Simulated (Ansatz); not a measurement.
System: YN (rock salt type), 2 atoms in the cell.

```yaml
crystal:
  lattice:
    - [0.00000, 2.46000, 2.46000]
    - [2.46000, 0.00000, 2.46000]
    - [2.46000, 2.46000, 0.00000]
  atoms:
    - { symbol: Y, position: [0.00000, 0.00000, 0.00000] }
    - { symbol: N, position: [0.50000, 0.50000, 0.50000] }
```
Lattice in Å, positions in fractions of it.

Code and potentials: Ansatz PAW hard set, 700 eV. Settings: k-mesh 6×6×6 Γ-centred; Fermi–Dirac smearing of 0.02 eV; no spin polarisation.

Plain PBE gives:

```
Pressure        : -1.16 GPa
Gap on the mesh : 0.21 eV
```

What changes under r²SCAN?

The pressure goes down by 1.164 GPa to -2.325 GPa; the gap rises by 0.39 eV to 0.60 eV.

The stress includes the program's correction for the finite plane-wave basis.

A gap read on the mesh is an upper bound of this method's gap, since the mesh can miss a band edge. Spin–orbit coupling is left out; with heavy elements it can shift the gap and split levels by tenths of an eV. Potentials made with PBE were used with another functional (at least in: Ansatz PAW hard set, 700 eV (r²SCAN)). Semilocal functionals give gaps that mostly lie well below measured ones.
